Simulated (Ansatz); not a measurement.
# Pb under changes of volume

One of the cells (32.418 Å³/atom); the others are scaled copies at fixed shape and fractional positions:

```
Pb
1.0
     3.03861   -1.75032    0.00000
     3.03861    1.75032    0.00000
    -2.11546    0.00000    6.09522
Pb
2
Direct
  0.90851 0.90851 0.72629
  0.09149 0.09149 0.27371
```

This isn't the form of Pb at room conditions, which is fcc.

| Item | Value |
| --- | --- |
| Program | Ansatz 0.2.0 |
| Functional | r2SCAN |
| Potentials or basis | Ansatz PAW |
| Cutoff | 500 eV (not typed: the program's choice for these potentials) |
| k mesh | 9 × 9 × 5 |
| Occupations | fermi-dirac, width 0.05 eV |
| Spin | no spin polarisation |

```tsv
volume (Å³/atom)	energy over the lowest point (meV/atom)	pressure (GPa)	largest force (eV/Å)
30.473	12.13	2.6	0.040
31.121	4.05	1.5	0.077
31.769	0.16	0.5	0.116
32.418	0.00	-0.4	0.153
33.066	3.16	-1.1	0.187
33.714	9.28	-1.8	0.219
34.363	?	?	?
```

Task: What does the run at 34.363 Å³/atom give?

Result: Energy over the lowest point 18.04 meV/atom; pressure -2.4 GPa; largest force 0.249 eV/Å.

Worked out: A Birch-Murnaghan fit of order 3 (a polynomial in V^(-2/3)) to the other rows has its minimum at 32.12 Å³/atom with B0 = V·E''(V) = 43 GPa and B' = 4.7 at fixed shape and positions, which overstates the stiffness. It gives 18.05 meV/atom at 34.363 Å³/atom, against the run's 18.04, and -dE/dV = -2.5 GPa, against -2.4.

Energies are extrapolated to zero smearing.

Caveats: the PAW data sets come from PBE, with cores solved anew for the run's functional, which leaves a small shift of forces and pressure.
